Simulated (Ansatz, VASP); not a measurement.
## Two plane-wave programs on Be

```
CELL_PARAMETERS angstrom
0.00000 2.34666 2.34666
2.34666 0.00000 2.34666
2.34666 2.34666 0.00000
ATOMIC_POSITIONS crystal
Be 0.12500 0.12500 0.12500
Be 0.87500 0.87500 0.87500
```

Alike in both runs: task single point; functional LDA; k mesh 13 × 13 × 13; occupations fermi-dirac, width 0.1 eV; no spin polarisation.

|  | VASP | Ansatz |
| --- | --- | --- |
| version | VASP 6.6.1 | Ansatz 0.2.0 |
| potentials or method | VASP PAW LDA potentials, release 64 (Be) | plane waves (420 eV) with PAW, scalar-relativistic |
| plane-wave cutoff (eV) | 520 | 420 |
| valence electrons in the cell | 4 | 4 |

```tsv
	VASP	Ansatz	Ansatz less VASP
pressure (GPa)	4.7	4.5	-0.14
```

Ansatz warned: «pseudo_functional_mismatch».
